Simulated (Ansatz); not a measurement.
# Relaxation of BiTe

Level of theory: DFT PBE, scalar-relativistic, plane waves, PAW (Ansatz 0.2.0). Settings: 420 eV cutoff, 12×12×8 k-mesh, Gaussian smearing of 0.10 eV, no spin polarisation.

What was changed: biaxial strain in the a-b plane, c and atoms relaxed: +1.5 %.

Spin–orbit coupling is left out, which can shift energies with elements as heavy as these.

Command:

```bash
ansatz run input.yaml --threads 1 --pin off --max-ram 2560MiB --backend cpu --events-out ev --progress --plain --runs-dir out
```

Input:

```yaml
crystal:
  lattice:
    - [3.2999620746, 3.2999620746, 0.0]
    - [-3.2999620746, 3.2999620746, 0.0]
    - [0.0, 0.0, 6.4438668294]
  atoms:
    - { symbol: Bi, position: [0.0, 0.0, 0.0] }
    - { symbol: Bi, position: [0.5, 0.5, 0.5] }
    - { symbol: Te, position: [0.5, 0.5, 0.0] }
    - { symbol: Te, position: [0.0, 0.0, 0.5] }
basis:
  ecutwfc: 420
kpoints:
  mp_grid: { grid: [12, 12, 8] }
hamiltonian:
  xc: pbe
scf:
  occupations: { method: gaussian, width: 0.1 }
output:
  forces: true
  stress: true
  eigenvalues: true
relax:
  adjacent_minimum: "off"
  f_tol: 0.008
  max_steps: 40
  cell: { stress_tol: 0.015, fix: [a, b, gamma] }
```

F is the free energy. Steps run on the plane waves of an earlier cell, but the last one, and at times one on the way, on a freshly chosen basis, so a repeated geometry can differ a little in energy. The held parts of the cell keep their stress, so P needn't end at zero.

Steps:

| step | F − F(1) (eV) | largest force component (eV/Å) | V (Å³/atom) | P (GPa) |
| --- | --- | --- | --- | --- |
| 1 | 0.0000 | 0.000 | 35.086 | -0.89 |
| 2 | -0.0008 | 0.000 | 35.265 | -1.12 |
| 3 | -0.0008 | 0.000 | 35.241 | -1.09 |
| 4 | -0.0009 | 0.000 | 35.241 | -1.09 |

Relaxed structure:

```
CELL_PARAMETERS angstrom
3.29996 3.29996 0.00000
-3.29996 3.29996 0.00000
0.00000 0.00000 6.47240
ATOMIC_POSITIONS crystal
Bi 0.00000 0.00000 0.00000
Bi 0.50000 0.50000 0.50000
Te 0.50000 0.50000 0.00000
Te 0.00000 0.00000 0.50000
```

Symmetry: I4/mmm, No. 139, tetragonal system. The conventional cell has a = 4.667 Å, b = 4.667 Å, c = 6.472 Å, α = 90.00°, β = 90.00°, γ = 90.00°. Bi (site symmetry 4/mmm) is surrounded by 6 Te at 3.24 to 3.30 Å. Around Te (site symmetry 4/mmm) lie 6 Bi at 3.24 to 3.30 Å.

The run converged. The run took 2.2 min on 1 thread of AMD EPYC 7R43 64-Core Processor (Zen 3), with other jobs on the host, peak memory 0.84 GiB.